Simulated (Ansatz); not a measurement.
# Al3Cu2: the cost of one run

Method: DFT PBEsol, scalar-relativistic, plane waves, PAW, in Ansatz 0.2.0.

1 further run of the same task is left out (set aside as unsound or not needed). Runs told in other sessions of the task aren't counted.

**1. The starting structure**

It takes space group P-3m1 (No. 164, trigonal). Conventional cell: a = 4.099 Å, b = 4.099 Å, c = 4.982 Å, α = 90.00°, β = 90.00°, γ = 120.00°. Around Al (site symmetry -3m) lie 6 Cu at 2.49 Å. Al (site symmetry 3m) is surrounded by 5 Cu at 2.45 to 2.56 Å and 3 Al at 2.79 Å. Around Cu (site symmetry 3m) lie 8 Al at 2.45 to 2.56 Å.

As a file:

```cif
data_structure
_symmetry_space_group_name_H-M 'P-3m1'
_symmetry_Int_Tables_number 164
_cell_length_a 4.0986
_cell_length_b 4.0986
_cell_length_c 4.9821
_cell_angle_alpha 90.000
_cell_angle_beta 90.000
_cell_angle_gamma 120.000
_cell_volume 72.48
loop_
_atom_site_label
_atom_site_type_symbol
_atom_site_symmetry_multiplicity
_atom_site_Wyckoff_symbol
_atom_site_fract_x
_atom_site_fract_y
_atom_site_fract_z
_atom_site_occupancy
Al1 Al 1 a 0.00000 0.00000 0.00000 1
Al2 Al 2 d 0.33333 0.66667 0.35151 1
Cu1 Cu 2 d 0.33333 0.66667 0.84229 1
```

It goes back to an entry of the Materials Project, which need not be the stable form.

This cell was relaxed beforehand with the same method: volume 14.50 Å³/atom, gap on the mesh none (metal).

**2. Zero of the scan**

The input, input.yaml:

```yaml
crystal:
  lattice:
    - [4.0985856014, 0.0, 0.0]
    - [-2.0492928007, 3.5494792504, 0.0]
    - [0.0, 0.0, 4.9821008425]
  atoms:
    - { symbol: Al, position: [0.0, 0.0, 0.0] }
    - { symbol: Al, position: [0.3333333333, 0.6666666667, 0.3515059809] }
    - { symbol: Al, position: [0.6666666667, 0.3333333333, 0.6484940191] }
    - { symbol: Cu, position: [0.3333333333, 0.6666666667, 0.8422899817] }
    - { symbol: Cu, position: [0.6666666667, 0.3333333333, 0.1577100183] }
basis:
  ecutwfc: 420
kpoints:
  mp_grid: { grid: [18, 18, 12] }
hamiltonian:
  xc: pbesol
scf:
  occupations: { method: gaussian, width: 0.15 }
output:
  forces: true
  stress: true
  eigenvalues: true
```

Started as:

```bash
> ansatz run input.yaml --threads 1 --pin off --max-ram 2560MiB --backend cpu --events-out ev --progress --plain --runs-dir out
```

**Question.** How long does this run take on 1 thread of AMD EPYC 9R45 (Zen 5), shared host, and how much memory does it need?

About 16 s, with a peak of 0.84 GiB.
